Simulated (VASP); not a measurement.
**ZnSe (Stilleite): equation of state with PBE**

The system is ZnSe (Stilleite).

```xyz
2
Lattice="0.0000 2.8338 2.8338 2.8338 0.0000 2.8338 2.8338 2.8338 0.0000" Properties=species:S:1:pos:R:3 pbc="T T T"
Se    4.2507    4.2507    4.2507
Zn    0.0000    0.0000    0.0000
```

```yaml
Program: VASP 6.6.1
Task: equation of state
Functional: PBE
Potentials_or_basis: VASP PAW PBE potentials, release 64 (Se, Zn)
Cutoff: 520 eV
k_mesh: 8 × 8 × 8
Occupations: fermi-dirac, width 0.05 eV
Spin: no spin polarisation
Further_INCAR_settings: ALGO = Normal; EDIFF = 1e-07; NBANDS = 16
```

```
Equilibrium volume                      : 23.64 Å³/atom
Bulk modulus                            : 57 GPa
Pressure derivative of the bulk modulus : 4.4
```

Energy against volume, from the lowest point:
```
volume (Å³/atom)  energy (meV/atom)
          21.391              45.34
          21.846              27.74
          22.301              14.86
          22.757               6.21
          23.212               1.39
          23.667               0.00
          24.122               1.70
```

All runs of the series together: 87 s on 1 thread of AMD EPYC 9R45 (Zen 5), on a shared host.

PBE usually gives volumes a little too large and moduli too small. Zero-point motion and thermal expansion aren't in these numbers.
